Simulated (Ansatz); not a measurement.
**Convergence notes, G0W0 on NaI (zincblende)**

NaI (zincblende), relaxed with r2SCAN; one-shot G0W0 in Ansatz without spin-orbit coupling. Simulation only: spin-unpolarised, and no claim that this is the phase found in nature.

```cif
data_structure
_symmetry_space_group_name_H-M 'F-43m'
_symmetry_Int_Tables_number 216
_cell_length_a 7.0864
_cell_length_b 7.0864
_cell_length_c 7.0864
_cell_angle_alpha 90.000
_cell_angle_beta 90.000
_cell_angle_gamma 90.000
_cell_volume 355.86
loop_
_atom_site_label
_atom_site_type_symbol
_atom_site_symmetry_multiplicity
_atom_site_Wyckoff_symbol
_atom_site_fract_x
_atom_site_fract_y
_atom_site_fract_z
_atom_site_occupancy
Na1 Na 4 a 0.00000 0.00000 0.00000 1
I1 I 4 d 0.25000 0.25000 0.75000 1
```

Gaps are read over the mesh points alone. G0W0 values are finite-basis, finite-mesh values.
```json
{"start": "PBE", "potentials": "PAW", "frequency model": "contour deformation", "mesh": "4×4×4", "empty bands": "202", "screening cutoff (eV)": "100", "Kohn-Sham gap (eV)": "3.82", "G0W0 gap (eV)": "6.03"}
{"start": "PBE", "potentials": "PAW", "frequency model": "contour deformation", "mesh": "4×4×4", "empty bands": "487", "screening cutoff (eV)": "180", "Kohn-Sham gap (eV)": "3.82", "G0W0 gap (eV)": "6.14"}
{"start": "PBE", "potentials": "PAW", "frequency model": "contour deformation", "mesh": "4×4×4", "empty bands": "946", "screening cutoff (eV)": "260", "Kohn-Sham gap (eV)": "3.82", "G0W0 gap (eV)": "6.17"}
{"start": "HSE06", "potentials": "PAW", "frequency model": "contour deformation", "mesh": "4×4×4", "empty bands": "487", "screening cutoff (eV)": "180", "Kohn-Sham gap (eV)": "4.81", "G0W0 gap (eV)": "6.64"}
{"start": "r2SCAN", "potentials": "PAW", "frequency model": "contour deformation", "mesh": "4×4×4", "empty bands": "487", "screening cutoff (eV)": "180", "Kohn-Sham gap (eV)": "4.42", "G0W0 gap (eV)": "6.48"}
{"start": "PBE0", "potentials": "PAW", "frequency model": "contour deformation", "mesh": "4×4×4", "empty bands": "487", "screening cutoff (eV)": "180", "Kohn-Sham gap (eV)": "5.51", "G0W0 gap (eV)": "6.86"}
{"start": "PBE", "potentials": "PAW", "frequency model": "Godby-Needs pole", "mesh": "4×4×4", "empty bands": "487", "screening cutoff (eV)": "180", "Kohn-Sham gap (eV)": "3.82", "G0W0 gap (eV)": "6.15"}
{"start": "PBE", "potentials": "PAW", "frequency model": "contour deformation", "mesh": "6×6×6", "empty bands": "144", "screening cutoff (eV)": "80", "Kohn-Sham gap (eV)": "3.83", "G0W0 gap (eV)": "5.95"}
{"start": "PBE", "potentials": "norm-conserving", "frequency model": "contour deformation", "mesh": "4×4×4", "empty bands": "487", "screening cutoff (eV)": "180", "Kohn-Sham gap (eV)": "3.82", "G0W0 gap (eV)": "6.02"}
```

G0W0 moves the gap on the mesh from 3.82 eV (PBE) to 6.17 eV (direct at Γ). Renormalisation factors Z lie between 0.79 and 0.85.

Raising bands and cutoff together moves the gap by +0.11 eV (100 to 180 eV), then +0.03 eV (180 to 260 eV); the last step is small, which bounds nothing strictly. Starting from HSE06 (4.81 eV against PBE's 3.82 eV) gives 6.64 eV, +0.50 eV from G0W0@PBE at the same screening cutoff. Starting from r2SCAN (4.42 eV against PBE's 3.82 eV) gives 6.48 eV, +0.34 eV from G0W0@PBE at the same screening cutoff. Starting from PBE0 (5.51 eV against PBE's 3.82 eV) gives 6.86 eV, +0.72 eV from G0W0@PBE at the same screening cutoff. The Godby-Needs plasmon pole differs from contour deformation by +0.01 eV. Norm-conserving potentials (wave cutoff 1197 eV against 420 eV) shift the quasiparticle gap by -0.12 eV and the PBE gap by 0.00 eV. r2SCAN runs take a wave cutoff of 500 eV.
